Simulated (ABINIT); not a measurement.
An input for ABINIT 10.8.3 (AgBr (Fm-3m)):

```
acell 3*1.0 Angstrom
rprim 
  -0.000000000000 2.870150000000 2.870150000000
  2.870150000000 0.000000000000 2.870150000000
  2.870150000000 2.870150000000 0.000000000000
ntypat 2
znucl 47 35
natom 2
typat 1 2
xred 
  0.000000000000 0.000000000000 0.000000000000
  0.500000000000 0.500000000000 0.500000000000
pp_dirpath "pseudos"
pseudos "Ag.upf, Br.upf"
ecut 39
ngkpt 4 4 4
nshiftk 1
shiftk 0 0 0
kptopt 1
chksymbreak 0
istwfk *1
occopt 1
irdwfk 1
optdriver 4
nband 48
gwcalctyp 28
ecutsigx 39
symsigma 0
nkptgw 8
kptgw 
  0.0000000000 0.0000000000 0.0000000000
  0.2500000000 0.0000000000 0.0000000000
  0.5000000000 0.0000000000 0.0000000000
  0.2500000000 0.2500000000 0.0000000000
  0.5000000000 0.2500000000 0.0000000000
  -0.2500000000 0.2500000000 0.0000000000
  0.5000000000 0.5000000000 0.0000000000
  -0.2500000000 0.5000000000 0.2500000000
bdgw 
  6 21
  6 21
  6 21
  6 21
  6 21
  6 21
  6 21
  6 21
ecuteps 4
irdscr 1
ppmodel 1
irdqps 1
rhoqpmix 0.3
indata_prefix "in"
outdata_prefix "out"
tmpdata_prefix "tmp"
```

The database entry behind the starting cell differs from later determinations by our own check (about 0.6 % short of the room-temperature cell), so it need not match the best structure at ambient conditions.

```sh
OMP_NUM_THREADS=1 mpirun -n 8 abinit run.abi > log
```

Estimate wall time and host memory on 8 MPI ranks of Arm Neoverse V1, shared host.

It took 47 s; on shared hardware allow 24 s to 94 s. Peak host memory was 2.8 GiB.

[Paths, hosts, dates, memory and timing lines, banners, echoed tables and standing remarks are left out of the program output.]

[Logs are printed without paths, hosts, clocks, repeated set-up lines and the standing remarks that a program may print on its own settings, such as how far it seeks lower states.]

[Runs of the session that timed out or met a known fault of the program may be left out.]

[Hosts, paths, dates, database ids (printed as entryN), source tags and the programs' standing remarks are cut or masked in the printed files.]

[G0W0 gaps are taken among the corrected bands and points alone; a level outside them can change the order at an edge.]

[Where Ansatz stands beside ABINIT at settings called matched, ABINIT's density can come from a denser mesh and the files from another edition; pairs whose starting gaps differed by over 0.03 eV were left out, so agreement reads better than it is.]
